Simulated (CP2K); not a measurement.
## W under changes of volume

One of the cells (15.848 Å³/atom); the others are scaled copies at fixed shape and fractional positions:

```xyz
1
Lattice="2.7407 0.0000 0.0000 -0.9136 2.5840 0.0000 -0.9136 -1.2920 2.2378" Properties=species:S:1:pos:R:3 pbc="T T T"
W     0.0000    0.0000    0.0000
```

```yaml
Program: CP2K 2026.2
Functional: LDA
Potentials_or_basis: GTH_POTENTIALS W GTH-PADE-q14; TZVP-MOLOPT-PBE-GTH basis
Density_cutoff: 6123 eV
k_mesh: 12 × 12 × 12
Occupations: fermi-dirac, width 0.01 eV
Spin: no spin polarisation
```

```tsv
volume (Å³/atom)	energy over the lowest point (meV/atom)	pressure (GPa)
14.897	0.00	-21.1
15.214	58.20	-37.6
15.531	?	?
15.848	269.38	-67.9
16.165	422.56	-80.6
16.482	597.37	-92.7
16.798	797.49	-103.3
```

Problem. What does the run at 15.531 Å³/atom give?

Solution. Energy over the lowest point 148.02 meV/atom; pressure -53.4 GPa.

Worked out: A Birch-Murnaghan fit of order 3 (a polynomial in V^(-2/3)) to the other rows has its minimum at 14.57 Å³/atom, just outside them, with B0 = V·E''(V) = 933 GPa and B' = 3.0. It gives 148.66 meV/atom at 15.531 Å³/atom, against the run's 148.02, and -dE/dV = -54.1 GPa, against -53.4.

Energies are extrapolated to zero smearing.

Caveats: the basis of atomic orbitals isn't converged, which shifts pressures, moduli and gaps; the real-space grid breaks the cell's symmetry a little (some runs).
